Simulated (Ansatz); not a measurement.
**TiSi2 under changes of volume**

One of the cells (14.179 Å³/atom); the others are scaled copies at fixed shape and fractional positions:

```
CELL_PARAMETERS angstrom
1.76511 -6.75928 0.00000
1.76511 6.75928 0.00000
0.00000 0.00000 3.56517
ATOMIC_POSITIONS crystal
Ti 0.10312 0.89688 0.25000
Ti 0.89688 0.10312 0.75000
Si 0.75031 0.24969 0.25000
Si 0.24969 0.75031 0.75000
Si 0.44175 0.55825 0.25000
Si 0.55825 0.44175 0.75000
```

The cell comes from a database or a generator and needn't be the stable form of this composition.

```yaml
Program: Ansatz 0.2.0
Functional: LDA
Potentials_or_basis: Ansatz PAW
Cutoff: "420 eV (not typed: the program's choice for these potentials)"
k_mesh: 8 × 8 × 8
Occupations: fermi-dirac, width 0.05 eV
Spin: no spin polarisation
```

```csv
volume (Å³/atom),energy over the lowest point (meV/atom),pressure (GPa),largest force (eV/Å)
13.328,3.87,4.0,0.340
13.611,0.00,0.5,0.256
13.895,1.93,-2.6,0.180
14.179,9.08,-5.4,0.112
14.462,?,?,?
14.746,36.92,-10.1,0.141
15.029,56.69,-12.1,0.183
```

What does the run at 14.462 Å³/atom give?

Energy over the lowest point 20.90 meV/atom; pressure -7.9 GPa; largest force 0.096 eV/Å.

Worked out: A Birch-Murnaghan fit of order 3 (a polynomial in V^(-2/3)) to the other rows has its minimum at 13.65 Å³/atom with B0 = V·E''(V) = 155 GPa and B' = 4.2 at fixed shape and positions, which overstates the stiffness. It gives 20.87 meV/atom at 14.462 Å³/atom, against the run's 20.90, and -dE/dV = -7.9 GPa, against -7.9.

Energies are extrapolated to zero smearing.

Caveats: the PAW data sets come from PBE, with cores solved anew for the run's functional, which leaves a small shift of forces and pressure.
